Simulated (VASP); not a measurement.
Here is a VASP 6.6.1 calculation.

File INCAR:

```
SYSTEM = InSe
PREC = Accurate ; ENCUT = 520
EDIFF = 1E-8 ; ISMEAR = 0
SIGMA = 0.02 ; LREAL = .False.
LASPH = .True. ; NELM = 100
ALGO = Fast ; ISIF = 2
LWAVE = .False. ; LCHARG = .False.
LEPSILON = .True.
```

The input KPOINTS:

```
regular mesh
0
Gamma
  6 6 2
  0 0 0
```

POSCAR

```
InSe
1.0
    4.0473293151      0.0000000000      0.0000000000
   -2.0236646576      3.5050900044      0.0000000000
    0.0000000000      0.0000000000     18.0520649100
In Se
4 4
Direct
    0.3333333333      0.6666666667      0.0773904900
    0.3333333333      0.6666666667      0.9226095100
    0.0000000000      0.0000000000      0.4226063200
    0.0000000000      0.0000000000      0.5773936800
    0.3333333333      0.6666666667      0.3529842800
    0.3333333333      0.6666666667      0.6470157200
    0.6666666667      0.3333333333      0.1469999300
    0.6666666667      0.3333333333      0.8530000700
```

Potentials or basis: VASP PAW LDA potentials, release 64 (In_d, Se).

Launch:

```console
$ cat potpaw_LDA.64/In_d/POTCAR potpaw_LDA.64/Se/POTCAR > POTCAR
$ mpirun -np 1 vasp_std > vasp.out
```

(1) What does it give for the electronic dielectric tensor (diagonal)?

(2) What does it give for the Born charges (mean of the diagonal)?

(3) Estimate the band gap on the k mesh.

Results:

(1) 8.51, 8.51, 10.76.

(2) In +1.90; Se -1.89, -1.90 e.

(3) 0.51 eV, direct.

Caveat: the gap is small at this level, which inflates the dielectric constant; spin-orbit coupling is left out, which moves the levels of the heavy elements.
